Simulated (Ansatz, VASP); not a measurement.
# One calculation of CdSe (Cadmoselite), two programs

File INCAR:

```
ALGO = Normal ; EDIFF = 1E-6
ENCUT = 520 ; GGA = CA
ISIF = 2 ; ISMEAR = 0
LASPH = True ; LCHARG = False
LREAL = False ; LWAVE = False
NBANDS = 26 ; NELM = 80
PREC = Accurate ; SIGMA = 0.01
```

The input KPOINTS:

```
k-points
0
Gamma
  6 6 4
```

Contents of POSCAR:

```
CdSe
1.0
    4.2683179654      0.0000000000      0.0000000000
   -2.1341589827      3.6964717895      0.0000000000
    0.0000000000      0.0000000000      6.9085657521
Cd Se
2 2
Direct
    0.3333333333      0.6666666667      0.0037736287
    0.6666666667      0.3333333333      0.5037736287
    0.3333333333      0.6666666667      0.3812263713
    0.6666666667      0.3333333333      0.8812263713
```

Input for Ansatz:

```yaml
crystal:
  lattice:
    - [4.2683179654, 0.0, 0.0]
    - [-2.1341589827, 3.69647178946, 0.0]
    - [0.0, 0.0, 6.90856575212]
  atoms:
    - { symbol: Cd, position: [0.333333333333, 0.666666666667, 0.003773628663] }
    - { symbol: Cd, position: [0.666666666667, 0.333333333333, 0.503773628663] }
    - { symbol: Se, position: [0.333333333333, 0.666666666667, 0.381226371337] }
    - { symbol: Se, position: [0.666666666667, 0.333333333333, 0.881226371337] }
kpoints:
  mp_grid: { grid: [6, 6, 4] }
scf:
  occupations: { method: fixed }
  convergence: { dr2_threshold: 1.0e-10 }
hamiltonian:
  xc: lda
  pseudopotentials: { kind: all_electron, lapw: { basis_error: 0.0005 } }
output:
  forces: true
  stress: true
  eigenstates:
    kpoints:
      - [0.0, 0.0, 0.0]
      - [0.0, 0.0, -0.5]
      - [-0.5, 0.0, 0.0]
      - [-0.5, 0.5, 0.0]
      - [0.0, -0.5, 0.0]
      - [-0.5, 0.0, -0.5]
      - [-0.5, 0.5, -0.5]
      - [0.0, -0.5, -0.5]
  eigenvalues: true
```

Change from the starting cell: film at in-plane strain +0.005.

Alike in both runs: task single point; functional LDA; k mesh 6 × 6 × 4; no spin polarisation.

|  | VASP | Ansatz |
| --- | --- | --- |
| version | VASP 6.6.1 | Ansatz 0.2.0 |
| potentials or method | VASP PAW LDA potentials, release 64 (Cd, Se) | all-electron LAPW, scalar-relativistic |
| plane-wave cutoff (eV) | 520 | see its input |
| occupations | gaussian, width 0.01 eV | fixed |

```tsv
	VASP	Ansatz	Ansatz less VASP
gap on the k mesh at the Fermi level (eV)	0.50	0.47	-0.035
pressure (GPa)	0.2	-0.3	-0.47
largest component of the traceless stress (GPa)	0.28	0.28	-0.002
```

Ansatz ran all-electron here, so the differences hold the error of VASP's frozen core and of both bases.
